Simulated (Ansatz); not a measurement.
# Y in Al(111), 2x2: scattering by a point defect

Wanted: the reflection from a plane of defects, Y in Al(111), 2x2, and the resistivity it implies.

Calculated with Ansatz 0.2.0; Ansatz plane-wave DFT, PBE, PAW files; ballistic transport by layer matching (Landauer), zero bias; PAW set soft_1.

## Step 1: Set-up

The cell holds 44 atoms: 43 Al and 1 Y. Cell: a = 5.725 Å, b = 5.725 Å, c = 25.761 Å, α = 86.8°, β = 93.2°, γ = 120.0°. It derives from Al. Regions: lead, 24 atoms (24 Al); scattering region, 20 atoms (19 Al and 1 Y). The structure is stacked along c, and the current runs across the ab planes.

## Step 2: Transmission at ideal sites

The defect sits in one plane of the supercell, all atoms on ideal sites; the layers about the cell's end are the lead. The mesh across the current, 12×12, is finer than the density's, because channels open and close sharply across the zone. Energies from -0.1 to 0.1 eV in steps of 0.05 eV are too few for the program's thermal sum, so it prints no conductance; for a metal the transmission near the Fermi level serves, at a fraction of the cost.

input.yaml

```yaml
crystal:
  lattice:
    - [5.7246940741, 0.0, 0.0]
    - [-2.862347037, 4.957730497, 0.0]
    - [-1.4311735185, 0.8262884162, 25.7080622609]
  atoms:
    - { symbol: Al, position: [0.0075757576, 0.9924242424, 0.0454545455] }
    - { symbol: Al, position: [0.0075757576, 0.4924242424, 0.0454545455] }
    - { symbol: Al, position: [0.5075757576, 0.9924242424, 0.0454545455] }
    - { symbol: Al, position: [0.5075757576, 0.4924242424, 0.0454545455] }
    - { symbol: Al, position: [0.1893939394, 0.3106060606, 0.1363636364] }
    - { symbol: Al, position: [0.1893939394, 0.8106060606, 0.1363636364] }
    - { symbol: Al, position: [0.6893939394, 0.3106060606, 0.1363636364] }
    - { symbol: Al, position: [0.6893939394, 0.8106060606, 0.1363636364] }
    - { symbol: Al, position: [0.3712121212, 0.1287878788, 0.2272727273] }
    - { symbol: Al, position: [0.3712121212, 0.6287878788, 0.2272727273] }
    - { symbol: Al, position: [0.8712121212, 0.1287878788, 0.2272727273] }
    - { symbol: Al, position: [0.8712121212, 0.6287878788, 0.2272727273] }
    - { symbol: Al, position: [0.053030303, 0.946969697, 0.3181818182] }
    - { symbol: Al, position: [0.053030303, 0.446969697, 0.3181818182] }
    - { symbol: Al, position: [0.553030303, 0.946969697, 0.3181818182] }
    - { symbol: Al, position: [0.553030303, 0.446969697, 0.3181818182] }
    - { symbol: Al, position: [0.2348484848, 0.2651515152, 0.4090909091] }
    - { symbol: Al, position: [0.2348484848, 0.7651515152, 0.4090909091] }
    - { symbol: Al, position: [0.7348484848, 0.2651515152, 0.4090909091] }
    - { symbol: Al, position: [0.7348484848, 0.7651515152, 0.4090909091] }
    - { symbol: "Y", position: [0.4166666667, 0.0833333333, 0.5] }
    - { symbol: Al, position: [0.4166666667, 0.5833333333, 0.5] }
    - { symbol: Al, position: [0.9166666667, 0.0833333333, 0.5] }
    - { symbol: Al, position: [0.9166666667, 0.5833333333, 0.5] }
    - { symbol: Al, position: [0.0984848485, 0.9015151515, 0.5909090909] }
    - { symbol: Al, position: [0.0984848485, 0.4015151515, 0.5909090909] }
    - { symbol: Al, position: [0.5984848485, 0.9015151515, 0.5909090909] }
    - { symbol: Al, position: [0.5984848485, 0.4015151515, 0.5909090909] }
    - { symbol: Al, position: [0.2803030303, 0.2196969697, 0.6818181818] }
    - { symbol: Al, position: [0.2803030303, 0.7196969697, 0.6818181818] }
    - { symbol: Al, position: [0.7803030303, 0.2196969697, 0.6818181818] }
    - { symbol: Al, position: [0.7803030303, 0.7196969697, 0.6818181818] }
    - { symbol: Al, position: [0.4621212121, 0.0378787879, 0.7727272727] }
    - { symbol: Al, position: [0.4621212121, 0.5378787879, 0.7727272727] }
    - { symbol: Al, position: [0.9621212121, 0.0378787879, 0.7727272727] }
    - { symbol: Al, position: [0.9621212121, 0.5378787879, 0.7727272727] }
    - { symbol: Al, position: [0.1439393939, 0.8560606061, 0.8636363636] }
    - { symbol: Al, position: [0.1439393939, 0.3560606061, 0.8636363636] }
    - { symbol: Al, position: [0.6439393939, 0.8560606061, 0.8636363636] }
    - { symbol: Al, position: [0.6439393939, 0.3560606061, 0.8636363636] }
    - { symbol: Al, position: [0.3257575758, 0.1742424242, 0.9545454545] }
    - { symbol: Al, position: [0.3257575758, 0.6742424242, 0.9545454545] }
    - { symbol: Al, position: [0.8257575758, 0.1742424242, 0.9545454545] }
    - { symbol: Al, position: [0.8257575758, 0.6742424242, 0.9545454545] }
kpoints:
  mp_grid: { grid: [5, 5, 1] }
hamiltonian:
  xc: pbe
  pseudopotentials: { kind: paw, azcp: { folder: soft_1 } }
scf:
  occupations: { method: fermi_dirac, width: 0.1 }
output:
  transmission: { leads: [[0, 4]], kmesh: [12, 12], e_range: [-0.1, 0.1], de: 0.05 }
  write_potential: true
  write_density: true
  volumetric_format: npy
  elf: true
```

The run is started by

```bash
> ansatz run input.yaml --threads 4 --pin off --max-ram 15360MiB --backend cpu --events-out ev --progress --plain --runs-dir out
```

Numbers of over 12 decimals in the logs are rounded to 6 here.

The program printed:

```text
Engine: ansatz 0.2.0, aarch64-unknown-linux-gnu
Pseudopotentials: kind: paw
Pseudopotential: Al, paw, valence charge 3, recommended cutoff 420 eV (normal), soft_1/Al.paw.azcp
Pseudopotential: Y, paw, valence charge 11, recommended cutoff 420 eV (normal), soft_1/Y.paw.azcp
Functional definition: PBE
  parameter kappa = 0.804
  parameter beta = 0.066725
  exchange = pbe_x(kappa = kappa, mu = beta*pi^2/3)
  correlation = pbe_c(beta = beta)
Crystal: 44 atoms, lattice volume = 729.633 Å³
Basis set: ecut = 420 eV, 14337 PW (Γ)
Bands: 114, of which v1, the nominal top of the filled ones, is band 70 counted from 1 (69 counted from 0)
Symmetry: 4 space group operations
Space group: C2/m (ITA 12), of the structure as read, at distance tolerance 9.0e-5 Å
k-points: 9 of 25
Non-local potential: Al, projectors of the file, l = 0: 2, l = 1: 2, l = 2: 1
Non-local potential: Y, projectors of the file, l = 0: 3, l = 1: 2, l = 2: 2, l = 3: 1
PAW form: soft (Blöchl's): semilocal exchange-correlation on the pseudo side does not see the compensation charge
PAW one-centre angular grid: Al, 110 points (default); XC on 64 Gauss nodes
PAW one-centre angular grid: Y, 590 points (default); XC on 64 Gauss nodes
Initial density: superposition of atomic densities (chi_scale 0.1, normalization cell, long waves 2 % of neutral atoms (reshape's long-wave potential 1.02 eV rms, cloud 3.11 Å wide))
Initial wavefunctions: pseudopotential atomic-orbital guess
Functional: x = pbe(κ = 0.804, μ = 0.219515), c = pbe(β = 0.066725)
SCF iter   1: F=—  HF=-26981.316389 eV  |F-HF|=—  |Δ(HF+E_count)|=         —  Δρ=4.71e-2  dr2=1.11e3  ethr=3.10e-3  ⟨swp⟩=6.7  Hψ=4999  notcnv=0  defer=22
preconditioner: auto → Kerker (q_TF=auto, 2.072 Å⁻¹)  [metal: Δε(μ)=0.034 eV  Ē_g=6.655 eV  σ=0.100 eV  W_gap=0.08  n_scr=96 (ndim 8)  ℏωp=15.8 eV  f_vac=0.000  D(μ)=18.58/eV (n_scr^D=100)]
SCF iter   2: F=—  HF=-26968.497441 eV  |F-HF|=—  |Δ(HF+E_count)|=    1.28e1  Δρ=2.74e-2  dr2=3.75e2  ethr=3.10e-3  ⟨swp⟩=3.2  Hψ=1539  notcnv=0  defer=86
SCF iter   3: F=—  HF=-26961.842391 eV  |F-HF|=—  |Δ(HF+E_count)|=    6.66e0  Δρ=4.63e-3  dr2=2.96e-1  ethr=3.10e-3  ⟨swp⟩=4.3  Hψ=2637  notcnv=0  defer=98
SCF iter   4: F=—  HF=-26961.779251 eV  |F-HF|=—  |Δ(HF+E_count)|=   6.31e-2  Δρ=1.73e-3  dr2=3.08e-2  ethr=2.11e-4  ⟨swp⟩=2.6  Hψ=1594  notcnv=0  defer=93
SCF iter   5: F=—  HF=-26961.772504 eV  |F-HF|=—  |Δ(HF+E_count)|=   6.75e-3  Δρ=1.47e-4  dr2=7.40e-4  ethr=2.20e-5  ⟨swp⟩=2.2  Hψ=1474  notcnv=0  defer=93
SCF iter   6: F=—  HF=-26961.772469 eV  |F-HF|=—  |Δ(HF+E_count)|=   3.52e-5  Δρ=2.66e-5  dr2=9.04e-6  ethr=5.28e-7  ⟨swp⟩=1.4  Hψ=1023  notcnv=0  defer=93
SCF iter   7: F=—  HF=-26961.772499 eV  |F-HF|=—  |Δ(HF+E_count)|=   3.06e-5  Δρ=4.67e-6  dr2=4.79e-7  ethr=6.45e-9  ⟨swp⟩=1.9  Hψ=1242  notcnv=0  defer=93
SCF iter   8: F=-26961.772499 eV  HF=-26961.772499 eV  |F-HF|=1.22e-8  |Δ(HF+E_count)|=   4.33e-8  Δρ=1.06e-6  dr2=1.63e-8  ethr=7.14e-11  ⟨swp⟩=14.9  Hψ=5040  notcnv=0
SCF 1 converged in 8 iterations: F = -26961.772499 eV  dr2 = 1.63e-8
  greatest PAW one-centre occupation: 0.993 electrons in one spin orbital (limit 2), on the Y atom at site 20 (counted from 0), in its partial waves of l = 0
transmission: 139 of 1376 steps passed
transmission: 279 of 1376 steps passed
[...]
transmission: 1376 of 1376 steps passed
SCF converged after 8 iterations
Free energy (F): -26961.772499 eV
Harris-Foulkes:  -26961.772499 eV  (|F-HF|=1.22e-8)
Internal energy: -26961.081785 eV  (E = F + TS)
E sigma→0 (E₀):  -26961.427142 eV
Entropy (-TS):   -0.690714 eV (-15.698 meV/atom)
Fermi energy:    8.210552 eV
--- Per-component energies (eV) ---
  E_band       = 355.264701
  E_kinetic    = 1294.577322
  E_local      = -1030.998304  (includes V_loc(G=0)·N_el)
  E_nonlocal   = 458.575705
  E_hartree    = 643.810562
  E_xc         = -1803.284888
  E_vxc        = -1465.302522  (∫ρ·V_xc dr)
  E_paw        = -23000.991257  (= ΣΔE_a)
  E_vpaw       = -189.212094  (= ΣTr[D̂ρ^β])
  E_aug_tail   = -0.000067  (compensation charges beyond the density's cutoff)
  E_ewald      = -3522.770858
  E_smearing   = -0.690714  (= −TS)
  E_closure    = -0.000000  (closes the sum)
  Σ components = -26961.772499   (vs F -26961.772499, Δ=0.00e0)
--- Band table (eV; the first three rows and the last of 9) ---
  k-point 0: bands = [... 66 lower, 6.8466, 6.9464, 7.0280, 7.1670, 7.1849, 7.5458, 7.6449, 7.7210, ... 40 higher]
  k-point 1: bands = [... 66 lower, 7.1249, 7.2736, 7.4129, 7.4923, 7.7146, 7.7638, 7.8829, 7.9760, ... 40 higher]
  k-point 2: bands = [... 66 lower, 8.2046, 8.2657, 8.3192, 8.3423, 8.4164, 8.4621, 8.5537, 8.6042, ... 40 higher]
  k-point 8: bands = [... 66 lower, 8.1857, 8.2755, 8.3563, 8.3769, 8.3958, 8.4188, 8.5888, 8.6241, ... 40 higher]
--- Transmission ---
  basis      : 253 plane waves across, 32 finite elements along
  points     : 43, standing for a mesh of 12 x 12
  energies   : 5 from -0.100000 to 0.100000 eV about the Fermi level, 0.050000 eV apart; the leads are filled to 0.000000 eV, and channels, transmission and decay are at 0.000000 eV
  crystal 0  : Al4, at the sites [0, 4], period 2.3371 Å, over 23.37 Å; its Hamiltonian steps by up to 10.8 meV
    offset         : up to 0.0000 Å between an atom of the period and one for which it stands
    channels       : 5.506944e0 a spin
    conductance    : none, the energies end too early or step too widely for 300 K: set another output.transmission.e_range or a lower de, or, where they end at an eighth of basis.ecutwfc, a higher one
  junction   : crystal 0 to crystal 0, 0.70 to 24.07 Å
    transmission   : 3.756932e0 a spin
    conductance    : none, the energies end too early or step too widely for 300 K: set another output.transmission.e_range or a lower de, or, where they end at an eighth of basis.ecutwfc, a higher one
```

The job ended after 6.7 min (4 threads of Arm Neoverse V1, shared host; peak memory 2.3 GiB).

This step gave:

```
free energy                                    : -26961.7725 eV
energy at zero smearing                        : -26961.4271 eV
Fermi energy                                   : 8.211 eV
cell area                                      : 28.38 Å²
transmission per spin nearest the Fermi level  : 3.757
open channels per spin nearest the Fermi level : 5.507
step of the lead's potential                   : 10.8 meV
```

Per spin. Table of transmission, zone mean by energy, zero at the Fermi level:

| energy (eV) | transmission, zone mean |
| --- | --- |
| -0.1000 | 3.74 |
| -0.0500 | 3.79 |
| 0.0000 | 3.76 |
| 0.0500 | 3.75 |
| 0.1000 | 3.82 |

Per spin. The open channels, zone mean, lead by energy, zero at the Fermi level:

| energy (eV) | open channels, zone mean, lead |
| --- | --- |
| -0.1000 | 5.51 |
| -0.0500 | 5.59 |
| 0.0000 | 5.51 |
| 0.0500 | 5.51 |
| 0.1000 | 5.67 |

Transmission over k1 and k2. At 0.0000 eV from the Fermi level.

Values, 12 rows by 12 columns:
```
2.73 3.70 3.92 3.71 3.72 3.91 3.70 2.74 2.17 2.74 2.74 2.17
3.32 3.92 3.30 4.89 4.96 4.89 3.30 3.93 3.45 2.75 2.09 2.74
2.69 3.71 4.89 4.21 5.00 4.99 4.21 4.89 3.72 2.70 2.75 2.74
3.32 3.72 4.96 5.00 4.93 3.97 4.93 5.00 4.96 3.72 3.45 2.17
2.74 3.91 4.89 4.99 3.97 4.94 4.94 3.96 5.00 4.89 3.93 2.74
2.10 3.70 3.30 4.21 4.93 4.94 4.85 4.94 4.93 4.21 3.30 3.70
2.74 2.74 3.93 4.89 5.00 3.96 4.94 4.94 3.97 4.99 4.89 3.91
3.32 2.17 3.45 3.72 4.96 5.00 4.93 3.97 4.93 5.00 4.96 3.72
2.69 2.74 2.75 2.70 3.72 4.89 4.21 4.99 5.00 4.21 4.89 3.71
3.32 2.74 2.09 2.75 3.45 3.93 3.30 4.89 4.96 4.89 3.30 3.92
2.73 2.17 2.74 2.74 2.17 2.74 3.70 3.91 3.72 3.71 3.92 3.70
2.10 2.73 3.32 2.69 3.32 2.74 2.10 2.74 3.32 2.69 3.32 2.73
```
Columns: k1 (b1) from -0.5 to 0.417; rows upwards: k2 (b2) from -0.5 to 0.417.

Open channels over k1 and k2. At 0.0000 eV from the Fermi level.

Ten even steps from '_' (3.00) to '@' (7.00):
```
++############++__::::__
++##::@@@@@@::##++::__::
::##@@++@@@@++@@##::::::
++##@@@@@@++@@@@@@##++__
++##@@@@++@@@@++@@@@##++
::##::++@@@@@@@@@@++::##
++++##@@@@++@@@@++@@@@##
++__++##@@@@@@++@@@@@@##
::::::::##@@++@@@@++@@##
++::__::++##::@@@@@@::##
++__::::__++############
::++++::++++::++++::++++
```
Columns: k1 (b1) from -0.5 to 0.417; rows upwards: k2 (b2) from -0.5 to 0.417.

Valence density in the ca plane at fractional y = 0.083, with atoms of Y and Al within 0.2 Å of it. It is the smooth field of the valence electrons, not physical close to the nuclei.

Values in e/Å³, 8 rows by 16 columns, each cell a mean:
```
0.2 0.2 0.1 0.2 0.2 0.1 0.2 0.2 0.2 0.1 0.2 0.2 0.1 0.2 0.2 0.2
0.2 0.2 0.1 0.2 0.2 0.2 0.2 0.2 0.2 0.2 0.2 0.2 0.2 0.2 0.2 0.2
0.2 0.2 0.2 0.2 0.2 0.2 0.2 0.2 0.2 0.2 0.2 0.2 0.2 0.2 0.2 0.2
0.2 0.2 0.2 0.2 0.2 0.2 0.2 0.2 0.5 1.6 0.3 0.2 0.2 0.2 0.2 0.2
0.2 0.2 0.1 0.2 0.2 0.1 0.2 0.2 1.2 3.2 0.7 0.2 0.1 0.2 0.2 0.2
0.2 0.2 0.1 0.2 0.2 0.2 0.2 0.2 0.6 1.8 0.3 0.2 0.2 0.2 0.2 0.2
0.2 0.2 0.2 0.2 0.2 0.2 0.2 0.2 0.2 0.2 0.2 0.2 0.2 0.2 0.2 0.2
0.2 0.2 0.2 0.2 0.2 0.2 0.2 0.2 0.2 0.2 0.2 0.2 0.2 0.2 0.2 0.2
```
Columns run along c (16.0 Å, from fractional 0.14 to 0.77 of the cell), rows up along a (5.7 Å). Atoms in or near the plane, at fractional coordinates: Y at (0.50, 0.42), Al at (0.50, 0.92).

Electrostatic potential energy in the ca plane at fractional y = 0.083, with atoms of Y and Al within 0.2 Å of it. With pseudopotentials it is smooth inside the atoms' cores, unlike the true potential.

Ten even steps from '0' (-12 eV) to '9' (10 eV), each cell a mean:
```
89985222478878899999998349924899999999999852
89972595269999999999998349825899899998778873
89972585279988999988898523237887789985346887
89984222488755789876789864578875468863114799
88997546887412478754579987789864357862114798
78999888987211378754578865568875568875346885
78999877887422589876788510016888789998778862
88986323588756799988887100003799999999999852
89973363279988999999986000002799999999889862
89972696269999999999986100003788889987567875
89972363378877899987887410026886678874225888
88986223688533589865678765578874358862114799
78998778887211378743579987789874468873125887
78999888987212478755689864468986679986567873
78998655788534689877888623226898899999889851
```
Columns run along c (16.0 Å, from fractional 0.14 to 0.77 of the cell; values clipped at the 3rd and 97th percentile), rows up along a (5.7 Å). Atoms in or near the plane, at fractional coordinates: Y at (0.50, 0.42), Al at (0.50, 0.92).

ELF in the ca plane at fractional y = 0.083, with atoms of Y and Al within 0.2 Å of it. It is the smooth field of the valence electrons, not physical close to the nuclei.

Ten even steps from '0' (0.08) to '9' (0.84), each cell a mean:
```
66555323677776433456655401015556653224566772
66664000477665322456555401015556653334677775
66674000476765433466656642256666665555566666
66665213676766555566666776676666666675335656
66545666666544676665665443334566566776335666
65434666656423676666664112211467665566566666
65434666666545665567761268851268753345677774
65555545676766543467751599994158742124566772
66665101577665421357741796795157742124666774
66674000477665321357741699993268753345667676
66665101577766543467851268841368765566446666
66555445666655665567763112212566666775335656
65445676666434676665665433345666566676446666
65334566666434676666666676676666665555677675
65445666666665555566666642256656654334666773
```
Columns run along c (16.0 Å, from fractional 0.14 to 0.77 of the cell), rows up along a (5.7 Å). Atoms in or near the plane, at fractional coordinates: Y at (0.50, 0.42), Al at (0.50, 0.92).

Over the solved energies the transmission per spin lies between 3.74 and 3.82, out of 5.56 channels of the lead on average (up to 5.67).

## Step 3: Resistance at ideal sites

This step: Ansatz plane-wave DFT, PBE, PAW files; ballistic transport by layer matching (Landauer), zero bias; area resistance of the defect plane and resistivity an atomic per cent; PAW set soft_1 (Ansatz 0.2.0).

This step gave:

| Property | Result |
| --- | --- |
| area resistance | 0.3107 fΩ m² |
| T over the leads' mean channel count | 0.6806 |
| resistivity per at.% scaled from this dense plane, with the factor 3/4 for isotropic scattering | 3.988 µΩ cm |

Averaged over the energies near the Fermi level, 68.1 % of the channels pass, which makes 0.311 fΩ m².

By hand, with T and the leads' channels N averaged over the energies near the Fermi level: RA = A (h/2e²)(1/T − 1/N) = 28.38×10⁻²⁰ m² × 12 906 Ω × (1/3.767 − 1/5.535) = 0.311 fΩ m². Per atomic per cent: RA × A / V_atom × 0.01 × 3/4 = 3.99 µΩ cm, with the host's V_atom = 16.58 Å³.

## Step 4: The same junction, with changed settings

A repeat with a deliberate mistake in the input, to see how the program answers it.

This step: Ansatz plane-wave DFT, PBE, PAW files; ballistic transport by layer matching (Landauer), zero bias; changed: output.transmission.de = 0.5, output.transmission.e_range = [-2, 2], scf.max_iter = 60; PAW set soft_1 (Ansatz 0.2.0).

Edit input.yaml of step 2 so:

```diff
@@ -57,4 +57,5 @@
   occupations: { method: fermi_dirac, width: 0.1 }
+  max_iter: 60
 output:
-  transmission: { leads: [[0, 4]], kmesh: [12, 12], e_range: [-0.1, 0.1], de: 0.05 }
+  transmission: { leads: [[0, 4]], kmesh: [12, 12], e_range: [-2, 2], de: 0.5 }
   write_potential: true
@@ -62,2 +63 @@
   volumetric_format: npy
-  elf: true
```

The program printed:

```text
[... 9 set-up lines as in the run before ...]
Crystal: 44 atoms, lattice volume = 729.633 Å³
Basis set: ecut = 420 eV, 14337 PW (Γ)
Bands: 114, of which v1, the nominal top of the filled ones, is band 70 counted from 1 (69 counted from 0)
[... 2 set-up lines as in the run before ...]
k-points: 9 of 25
[... 8 set-up lines as in the run before ...]
SCF iter   1: F=—  HF=-26981.316389 eV  |F-HF|=—  |Δ(HF+E_count)|=         —  Δρ=4.71e-2  dr2=1.11e3  ethr=3.10e-3  ⟨swp⟩=6.7  Hψ=4999  notcnv=0  defer=22
preconditioner: auto → Kerker (q_TF=auto, 2.072 Å⁻¹)  [metal: Δε(μ)=0.034 eV  Ē_g=6.655 eV  σ=0.100 eV  W_gap=0.08  n_scr=96 (ndim 8)  ℏωp=15.8 eV  f_vac=0.000  D(μ)=18.58/eV (n_scr^D=100)]
SCF iter   2: F=—  HF=-26968.497441 eV  |F-HF|=—  |Δ(HF+E_count)|=    1.28e1  Δρ=2.74e-2  dr2=3.75e2  ethr=3.10e-3  ⟨swp⟩=3.2  Hψ=1539  notcnv=0  defer=86
SCF iter   3: F=—  HF=-26961.842391 eV  |F-HF|=—  |Δ(HF+E_count)|=    6.66e0  Δρ=4.63e-3  dr2=2.96e-1  ethr=3.10e-3  ⟨swp⟩=4.3  Hψ=2637  notcnv=0  defer=98
SCF iter   4: F=—  HF=-26961.779251 eV  |F-HF|=—  |Δ(HF+E_count)|=   6.31e-2  Δρ=1.73e-3  dr2=3.08e-2  ethr=2.11e-4  ⟨swp⟩=2.6  Hψ=1594  notcnv=0  defer=93
SCF iter   5: F=—  HF=-26961.772504 eV  |F-HF|=—  |Δ(HF+E_count)|=   6.75e-3  Δρ=1.47e-4  dr2=7.40e-4  ethr=2.20e-5  ⟨swp⟩=2.2  Hψ=1474  notcnv=0  defer=93
SCF iter   6: F=—  HF=-26961.772469 eV  |F-HF|=—  |Δ(HF+E_count)|=   3.52e-5  Δρ=2.66e-5  dr2=9.04e-6  ethr=5.28e-7  ⟨swp⟩=1.4  Hψ=1023  notcnv=0  defer=93
SCF iter   7: F=—  HF=-26961.772499 eV  |F-HF|=—  |Δ(HF+E_count)|=   3.06e-5  Δρ=4.67e-6  dr2=4.79e-7  ethr=6.45e-9  ⟨swp⟩=1.9  Hψ=1242  notcnv=0  defer=93
SCF iter   8: F=-26961.772499 eV  HF=-26961.772499 eV  |F-HF|=1.22e-8  |Δ(HF+E_count)|=   4.33e-8  Δρ=1.06e-6  dr2=1.63e-8  ethr=7.14e-11  ⟨swp⟩=14.9  Hψ=5040  notcnv=0
SCF 1 converged in 8 iterations: F = -26961.772499 eV  dr2 = 1.63e-8
[...]
transmission: 147 of 1462 steps passed
transmission: 299 of 1462 steps passed
[...]
transmission: 1175 of 1462 steps passed
```

Wall time 10 min (4 threads); peak memory 2.3 GiB.

The run was cut off at the time limit after its SCF cycle had converged; no result of it is taken.

The fault put into the input: an energy step too wide for a conductance (output.transmission.de = 0.5 and output.transmission.e_range = [-2, 2]).

## Step 5: Results

```json
{
 "share of channels that pass, rigid": "0.681",
 "area resistance, rigid": "0.311 fΩ m²",
 "resistivity per at.% from the area resistance, times 3/4, rigid": "3.99 µΩ cm"
}
```

**Reading.** The plane of defects adds 0.31 fΩ m². Scaled to one atomic per cent that is 5.3 µΩ cm as it stands and 4.0 with the factor 3/4 for isotropic scattering on a spherical Fermi surface; with the reflection in place of the resistance taken as linear in the density it would be 2.7. These are rough estimates of the dilute value, not bounds. One Y in each 2x2 cell reflects 32 % of the lead's channels. The defects form a dense periodic sheet that scatters coherently, unlike a dilute random alloy. T and N are means over the solved energies nearest the Fermi level.

[Logs are printed without paths, hosts, clocks, repeated set-up lines and the standing remarks that a program may print on its own settings, such as how far it seeks lower states.]

[Hosts, paths, dates, database ids (printed as entryN), source tags and the programs' standing remarks are cut or masked in the printed files.]
